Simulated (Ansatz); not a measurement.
## TiC: stiffness from a series of strains

```yaml
crystal:
  lattice:
    - [0.00000, 2.16400, 2.16400]
    - [2.16400, 0.00000, 2.16400]
    - [2.16400, 2.16400, 0.00000]
  atoms:
    - { symbol: Ti, position: [0.00000, 0.00000, 0.00000] }
    - { symbol: C, position: [0.50000, 0.50000, 0.50000] }
```

Atoms are numbered in the order listed.

The cell is COD entry 9012564, as deposited and not checked against the literature; nothing was relaxed.

Level of theory: DFT, PBE, all-electron LAPW, scalar-relativistic in Ansatz 0.2.0.

The runs use a Γ-centred 16×16×16 k mesh, Fermi–Dirac smearing of 0.03 eV, basis error target 1 meV/atom, no spin polarisation.

The strain is applied along the Cartesian axes of the cell as listed (the other components stay zero). Fractional coordinates are held (clamped ions).

σ is the change of stress from the unstrained cell, which is at 0.84 GPa; tension is positive, so slopes are stress–strain coefficients at that pressure. In a metal the k mesh adds noise.

Only quantities that a quadratic follows smoothly over the whole series are listed; rougher ones are left out.

```csv
εzz,σzz (GPa),σxx (GPa)
-0.0300,-18.26,-3.92
-0.0200,-11.42,-2.61
-0.0100,-5.35,-1.31
0.0000,0.00,0.00
0.0200,9.10,2.44
0.0300,13.02,3.53
```

Problem. Fit the series and read off the stiffness at zero strain.

Solution. Least-squares fits y = p0 + p1 x + p2 x² to the rows give σzz (GPa): p1 = 518, p2 = -3000; σxx (GPa): p1 = 125, p2 = -200. So C11 = 518 GPa and C12 = 125 GPa, which gives B = (C11 + 2 C12)/3 = 256 GPa.

Problem. One run, at εzz = 0.0100, is withheld. Predict its row.

Solution. The fits give 4.94, 1.22; the run gave 4.77, 1.26.
